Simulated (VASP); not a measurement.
AlN in VASP: the effect of strain

The system is AlN.

```
CELL_PARAMETERS angstrom
0.00000 2.03452 2.03452
1.95314 0.00000 2.03452
1.95314 2.03452 0.00000
ATOMIC_POSITIONS crystal
Al 0.50000 0.50000 0.50000
N 0.00000 0.00000 0.00000
```

Measurements of this composition are mostly on another form, of space group No. 186.

The cell isn't the ideal one: strain = -0.04.

Alike in all runs:

| Quantity | Value |
| --- | --- |
| Program | VASP 6.6.1 |
| Task | single point |
| Functional | PBE |
| Potentials or basis | VASP PAW PBE potentials, release 64 (Al, N) |
| Cutoff | 520 eV |
| k mesh | 11 × 11 × 11 |
| Occupations | fermi-dirac, width 0.05 eV |
| Spin | no spin polarisation |
| Strain kind | uniaxial_x |
| Further INCAR settings | ALGO = Normal; EDIFF = 1e-06; NBANDS = 11 |

```tsv
strain	gap on the mesh (eV)	pressure (GPa)
-0.04	4.64	12.1
-0.02	4.59	5.5
-0.01	4.57	2.6
0	?	?
0.01	4.38	-2.4
0.02	4.22	-4.6
0.04	3.92	-8.5
```

What does the run with strain 0 give?

gap on the mesh 4.55 eV; pressure 0.0 GPa.

Worked out: A parabola through the other rows of the gap on the mesh, of slope -9.07 eV per unit of strain there, gives 4.47 eV, against the run's 4.55. A parabola through the other rows of the pressure, of slope -256 GPa per unit of strain there, gives 0.0 GPa, against the run's 0.0.

Caveats: an odd mesh through Γ misses points on the zone boundary, where band edges often lie.
